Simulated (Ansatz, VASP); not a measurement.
MgSi in VASP and in Ansatz

```xyz
4
Lattice="2.0810 -4.9327 0.0000 2.0810 4.9327 0.0000 0.0000 0.0000 3.5086" Properties=species:S:1:pos:R:3 pbc="T T T"
Mg    2.0810   -1.3785    2.6315
Mg    2.0810    1.3785    0.8772
Si    2.0810   -4.3010    2.6315
Si    2.0810    4.3010    0.8772
```

Alike in both runs: task relaxation of cell and atoms; functional PBEsol; k mesh 6 × 6 × 6; occupations gaussian, width 0.1 eV; no spin polarisation.

```csv
,VASP,Ansatz
version,VASP 6.6.1,Ansatz 0.2.0
potentials or method,"VASP PAW PBE potentials, release 64 (Mg, Si)","scalar-relativistic, plane waves, PAW"
plane-wave cutoff (eV),600,420
valence electrons in the cell,12,28
```

```csv
,VASP,Ansatz,Ansatz less VASP
"gap on the k mesh at the Fermi level, each at its own relaxed structure (eV)",none,none,-
relaxed volume (Å³/atom),18.49,18.53,+0.036
relaxed cell length with the largest relative difference (Å),5.318,5.311,-0.0072
energy change over the relaxation (meV/atom),-135,-134,+0.5
```

A gap of «none» marks a metal or a gap that the smearing closes. The two sets of potentials don't hold the same shells in valence.

Caveats: the PAW data sets were made with another functional, which shifts forces and pressure a little (VASP). Zero-point motion and thermal expansion aren't in these numbers.
